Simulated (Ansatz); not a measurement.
## Levels at Γ against strain in AlAs

```
CELL_PARAMETERS angstrom
0.00000 2.83040 2.83040
2.83040 0.00000 2.83040
2.83040 2.83040 0.00000
ATOMIC_POSITIONS crystal
Al 0.00000 0.00000 0.00000
As 0.75000 0.75000 0.75000
```

Atom numbers follow the list: Al1, As2.

The cell is COD entry 1540257, as deposited and not checked against the literature; nothing was relaxed.

Method: DFT, PBEsol, all-electron LAPW, scalar-relativistic in Ansatz 0.2.0.

Settings: a Γ-centred 10×10×10 k mesh, Fermi–Dirac smearing of 0.05 eV, basis error target 0.5 meV/atom, no spin polarisation.

The cell is scaled evenly. Fractional coordinates are held (clamped ions).

Only quantities that a quadratic follows smoothly over the whole series are listed; rougher ones are left out.

```csv
ln(V/Vcell),direct gap at Γ (eV),smallest gap on mesh and path (eV)
-0.0619,2.453,1.219
-0.0408,2.285,1.258
-0.0202,2.121,1.295
-0.0101,2.042,1.313
0.0000,1.963,1.330
0.0100,1.886,1.347
0.0198,1.811,1.364
0.0583,1.520,1.424
```

Fit the series and give the slopes at zero strain.

Least-squares fits y = p0 + p1 x + p2 x² to the rows give direct gap at Γ (eV): p1 = -7.76, p2 = 2.6; smallest gap on mesh and path (eV): p1 = 1.7, p2 = -1.6. So dEg/dln V = -7.8 eV for the direct gap at Γ, which isn't the fundamental gap here: that one has dEg/dln V = 1.7 eV. Semilocal gaps are too small, but their slopes carry over better.

One run, at ln(V/Vcell) = 0.0392, is withheld. Predict its row.

The fits give 1.663, 1.395; the run gave 1.663, 1.395.
